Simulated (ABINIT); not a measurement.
# ZnS (F-43m) in ABINIT: a series of runs, part 2 of 2

ABINIT 10.8.3 (patched build).

**4. Band structure, LDA-VWN**

Input file run.abi:

```
# Datasets: ground state, then fixed potential
ndtset 2

# Pseudopotentials
pp_dirpath "./"
pseudos "Zn.LDA_PW-JTH.xml, S.LDA_PW-JTH.xml"

# Structure
acell 3*1.0 Angstrom
rprim
     0.0000000000     2.7020000000     2.7020000000
     2.7020000000     0.0000000000     2.7020000000
     2.7020000000     2.7020000000     0.0000000000
ntypat 2
znucl 30 16
natom 2
typat 1 2
xred
     0.7500000000     0.7500000000     0.7500000000
     0.0000000000     0.0000000000     0.0000000000

# Plane-wave basis
ecut 544.227725 eV
pawecutdg 40.0

# Exchange and correlation
ixc -1007

# Bands and occupations
occopt 3
tsmear 0.00183747

# SCF cycle
nstep 100

# Output
iomode 3
prtwf 0
prteig 0
prtebands 0
enunit 2
prtden1 1
prtvha1 1
prtvclmb1 1
prtpot1 1

# Dataset 1
kptopt1 1
ngkpt1 9 9 9
nshiftk1 1
shiftk1 0.0 0.0 0.0
nband1 13
tolvrs1 1.0e-9

# Dataset 2: bands along G-X-W-K-G-L-U-W-L-K
iscf2 -2
getden2 1
nband2 17
nbdbuf2 2
tolwfr2 1.0e-12
kptopt2 -9
ndivsm2 5
prteig2 1
prtvol2 -3
kptbounds2
     0.0000000000     0.0000000000     0.0000000000
     0.5000000000     0.0000000000     0.5000000000
     0.5000000000     0.2500000000     0.7500000000
     0.3750000000     0.3750000000     0.7500000000
     0.0000000000     0.0000000000     0.0000000000
     0.5000000000     0.5000000000     0.5000000000
     0.6250000000     0.2500000000     0.6250000000
     0.5000000000     0.2500000000     0.7500000000
     0.5000000000     0.5000000000     0.5000000000
     0.3750000000     0.3750000000     0.7500000000
```

Potentials or basis: JTH PAW LDA v2.0.

Run with:

```console
abinit run.abi > log 2>&1
```

run.abo:

```text
.Version 10.8.3 of ABINIT
 DATASET    1 : space group F-4 3 m (#216); Bravais cF (face-center cubic)
================================================================================
 Values of the parameters that define the memory need for DATASET  1.
     intxc =       0    ionmov =       0      iscf =      17    lmnmax =      18
     lnmax =       6     mgfft =      30  mpssoang =       3    mqgrid =    3001
     natom =       2  nloc_mem =       2    nspden =       1   nspinor =       1
    nsppol =       1      nsym =      24    n1xccc =       1    ntypat =       2
    occopt =       3   xclevel =       1
       mpw =        1153          nfft =       27000          nkpt =          35
 PAW method is used; the additional fine FFT grid is defined by:
   mgfftf=        45    nfftf =     91125
================================================================================
================================================================================

 DATASET    2 : space group F-4 3 m (#216); Bravais cF (face-center cubic)
================================================================================
 Values of the parameters that define the memory need for DATASET  2.
     intxc =       0    ionmov =       0      iscf =      -2    lmnmax =      18
     lnmax =       6     mgfft =      30  mpssoang =       3    mqgrid =    3001
     natom =       2  nloc_mem =       2    nspden =       1   nspinor =       1
    nsppol =       1      nsym =      24    n1xccc =       1    ntypat =       2
    occopt =       3   xclevel =       1
[... 1339 lines left out ...]
 kpt#   4, nband= 17, wtk=  1.00000, kpt=  0.1071  0.0000  0.1071 (reduced coord)
  -7.85821   -1.34599   -1.30296   -1.30296   -0.85989   -0.83925    4.24647    4.83846
   4.83846    7.99865   10.80837   11.84955   11.84955   15.36702   16.90341   17.65452
  19.89640
 kpt#   5, nband= 17, wtk=  1.00000, kpt=  0.1429  0.0000  0.1429 (reduced coord)
[... 317 lines left out ...]
   3.68163    9.42557   11.35236   13.49949   13.55958   16.12870   17.29283   20.07766
  20.78645
 kpt#  85, nband= 17, wtk=  1.00000, kpt=  0.4028  0.4028  0.6944 (reduced coord)
  -6.78591   -1.22957   -1.09150   -0.92737   -0.82211   -0.52839    0.37520    2.12938
   3.54511    9.31874   11.37282   13.65635   14.01121   15.79275   17.20769   20.53353
  21.46187
 kpt#  86, nband= 17, wtk=  1.00000, kpt=  0.3889  0.3889  0.7222 (reduced coord)
  -6.75040   -1.23805   -1.07014   -0.93705   -0.81849   -0.50307    0.42849    1.98187
   3.42372    9.19141   11.21848   13.99951   14.42761   15.55631   17.22937   20.70612
  22.13502
 kpt#  87, nband= 17, wtk=  1.00000, kpt=  0.3750  0.3750  0.7500 (reduced coord)
  -6.72951   -1.24833   -1.05472   -0.95015   -0.81260   -0.49180    0.44149    1.97971
   3.32470    9.07885   10.95280   14.30118   14.75326   15.55003   17.39837   20.58080
  21.88814

== END DATASET(S) ==============================================================
================================================================================

 -outvars: echo values of variables after computation  --------
            acell      1.8897261259E+00  1.8897261259E+00  1.8897261259E+00 Bohr
           etotal1    -7.4953146282E+01
            fcart1     1.6479534699E-30  8.2397673493E-31 -3.2959069397E-30
                      -1.6479534699E-30 -8.2397673493E-31  3.2959069397E-30
            rprim      0.0000000000E+00  2.7020000000E+00  2.7020000000E+00
                       2.7020000000E+00  0.0000000000E+00  2.7020000000E+00
                       2.7020000000E+00  2.7020000000E+00  0.0000000000E+00
           strten1     1.7363049452E-04  1.7363049452E-04  1.7363049452E-04
                       0.0000000000E+00  0.0000000000E+00  0.0000000000E+00
           xangst      4.0530000000E+00  4.0530000000E+00  4.0530000000E+00
                       0.0000000000E+00  0.0000000000E+00  0.0000000000E+00
             xred      7.5000000000E-01  7.5000000000E-01  7.5000000000E-01
                       0.0000000000E+00  0.0000000000E+00  0.0000000000E+00
 Calculation completed.
```

Run time: 46 s. Hardware: 1 thread of Intel Xeon 6975P-C (Granite Rapids), shared host; peak memory 0.11 GiB.

Results:

- Free energy: -2039.5790 eV
- Band gap on the k mesh: 1.85 eV, direct
- Valence electrons inside the program's atomic spheres: Zn 10.81; S 3.59

Levels at the corners of the path, in eV from the valence-band top:
| point | band 5 | band 6 | band 7 | band 8 | band 9 | band 10 | band 11 | band 12 | band 13 | band 14 |
| --- | --- | --- | --- | --- | --- | --- | --- | --- | --- | --- |
| Γ | -6.00 | -6.00 | 0.00 | 0.00 | 0.00 | 1.85 | 6.22 | 6.22 | 6.22 | 11.50 |
| X | -5.93 | -5.78 | -4.67 | -2.25 | -2.25 | 3.19 | 3.88 | 10.69 | 11.73 | 11.73 |
| W | -6.04 | -5.59 | -4.68 | -2.80 | -2.77 | 5.52 | 5.89 | 7.65 | 8.00 | 12.19 |
| K | -5.97 | -5.65 | -4.71 | -3.18 | -1.83 | 3.92 | 5.80 | 9.15 | 9.60 | 10.39 |
| Γ | -6.00 | -6.00 | 0.00 | 0.00 | 0.00 | 1.85 | 6.22 | 6.22 | 6.22 | 11.50 |
| L | -5.97 | -5.80 | -5.38 | -0.88 | -0.88 | 3.08 | 6.76 | 6.76 | 8.62 | 11.83 |
| U | -5.97 | -5.65 | -4.71 | -3.18 | -1.83 | 3.92 | 5.80 | 9.15 | 9.60 | 10.39 |
| W | -6.04 | -5.59 | -4.68 | -2.80 | -2.77 | 5.52 | 5.89 | 7.65 | 8.00 | 12.19 |
| L | -5.97 | -5.80 | -5.38 | -0.88 | -0.88 | 3.08 | 6.76 | 6.76 | 8.62 | 11.83 |
| K | -5.97 | -5.65 | -4.71 | -3.18 | -1.83 | 3.92 | 5.80 | 9.15 | 9.60 | 10.39 |

**5. Overview**

| task | level | potentials or basis | gap on the mesh (eV) |
| --- | --- | --- | --- |
| band structure | PBE | JTH PAW PBE v2.0 | 2.10 |
| equation of state | LDA | JTH PAW LDA v2.0 | - |
| band structure | LDA-VWN | JTH PAW LDA v2.0 | 1.85 |

Alike in all rows: no spin polarisation; cell as given; k mesh 9 × 9 × 9; cutoff (eV) 544; smearing fermi-dirac 0.05 eV.

Caveats: pressures at fixed basis lie under the slope of the energies (some runs).

Absolute energies hang on the potentials; compare differences alone.

**6. How close it comes**

Step 2. A measured gap of ZnS is 3.85 eV (direct; 19 K; quoted in “Electronic, vibrational, and thermodynamic properties of ZnS (zincblende and rocksalt structure)”, 2009, arxiv:0911.5022); the calculated 2.10 eV misses it by -1.75 eV. The value is that of PBE, without temperature or zero-point motion. Semilocal functionals fall short of measured gaps as a rule.

Step 4. Measured gap of ZnS: 3.85 eV (direct; 19 K; quoted in “Electronic, vibrational, and thermodynamic properties of ZnS (zincblende and rocksalt structure)”, 2009, arxiv:0911.5022). This calculation gives 1.85 eV (-2.00 eV). So large a miss can be the level of theory's own, or it may mean another phase, state or a wrong row. The value is that of LDA-VWN, without temperature or zero-point motion. Semilocal functionals fall short of measured gaps as a rule.
